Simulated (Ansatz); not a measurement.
Input:

Sb₂Te₃:
```
CELL_PARAMETERS angstrom
      2.15374     1.24346    10.61224
     -2.15374     1.24346    10.61224
      0.00000    -2.48693    10.61224
ATOMIC_POSITIONS crystal
  Sb 0.60422 0.60422 0.60422
  Sb 0.39578 0.39578 0.39578
  Te 0.78228 0.78228 0.78228
  Te 0.21772 0.21772 0.21772
  Te 0.00000 0.00000 0.00000
```

This is the r²SCAN-relaxed structure.

**Question.** All from r²SCAN (plane waves, PAW; program Ansatz), unless another level is named. Predict the band gap.

**Answer.** 0.47 eV (direct).

**Question.** Next, the formation energy from the elements (no fitted shifts)?

**Answer.** -0.13 eV/atom.

**Question.** What about the valence-band maximum?

**Answer.** at Γ.

Space group R-3m. Symmetry was held in the r²SCAN relaxation. A crystal of weakly bound layers computed without a dispersion correction: the cell and the soft elastic constants depend strongly on that. The references are the lowest solids computed at this level, not always the standard phases. Spin–orbit coupling is left out wherever it is not named.

Potentials: the earlier of the program's two PAW sets.
